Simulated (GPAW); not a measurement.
Set up this calculation in GPAW 26.7.0, as an ASE script.

```yaml
Task: single point
Functional: PBE
Potentials_or_basis: GPAW PAW data sets (gpaw-data 1.2.1)
Cutoff: 650 eV
Basis: pw
k_mesh: 5 × 4 × 3
Occupations: fermi-dirac, width 0.05 eV
Spin: no spin polarisation
Maxiter: 120
Convergence: default
```

The structure of SnO2 lies in POSCAR:

```
SnO2
1.0
    3.2979466200      0.0136555700     -0.0417034600
   -1.7069329000      1.0952388300      4.5803263300
   -0.0236521500     -5.8032998800     -0.1573554000
Sn O
2 4
Direct
    0.2506078300      0.4982142400      0.7478298800
    0.7495877100      0.4990318200      0.2490244200
    0.8574306600      0.7123027700      0.6198601200
    0.3531726600      0.7140719200      0.1200496800
    0.6463682500      0.2880033500      0.8847257400
    0.1428328900      0.2883759000      0.3785101700
```

The cell comes from a database or a generator and needn't be the stable form of this composition.

The cell isn't the ideal one: cell sheared at random, sigma 0.06, atoms nudged by 0.01 Å.

The input as run:

run.py

```python
from ase.dft.bandgap import bandgap
from ase.io import read, write
from ase.units import GPa
from gpaw import GPAW, PW

atoms = read('POSCAR')

calc = GPAW(mode=PW(650),
            xc='PBE',
            kpts={'size': (5, 4, 3), 'gamma': True},
            occupations={'name': 'fermi-dirac', 'width': 0.05},
            nbands=43,
            maxiter=120,
            txt='gpaw.txt')
atoms.calc = calc
energy = atoms.get_potential_energy()
forces = atoms.get_forces()
stress = atoms.get_stress()
calc.write('gs.gpw')
write('result.traj', atoms)
print(f'Energy: {energy:.6f} eV')
print('Forces (eV/A):')
print(forces.round(4))
print('Stress (GPa):', (stress / GPa).round(3))
print('Fermi level:', round(calc.get_fermi_level(), 4), 'eV')
print(f'Gap: {bandgap(calc)[0]:.4f} eV, direct: {bandgap(calc, direct=True)[0]:.4f} eV')
```

Potentials or basis: GPAW PAW data sets (gpaw-data 1.2.1), pw.

Launch:

```sh
$ OMP_NUM_THREADS=1 python run.py
```

Results of the run:

```yaml
Pressure: -7.9 GPa
Largest_force: 0.963 eV/Å
Band_gap_on_the_k_mesh: 1.20 eV
```

Caveat: the k mesh is coarse; the cutoff is short for stress and forces, so pressures can be off by a GPa or more; spin-orbit coupling is left out, which moves the levels of the heavy elements; an odd mesh through Γ misses points on the zone boundary, where band edges often lie.

It took 84 s on 1 thread of Arm Neoverse V2, on a shared host, peak memory 0.25 GiB.
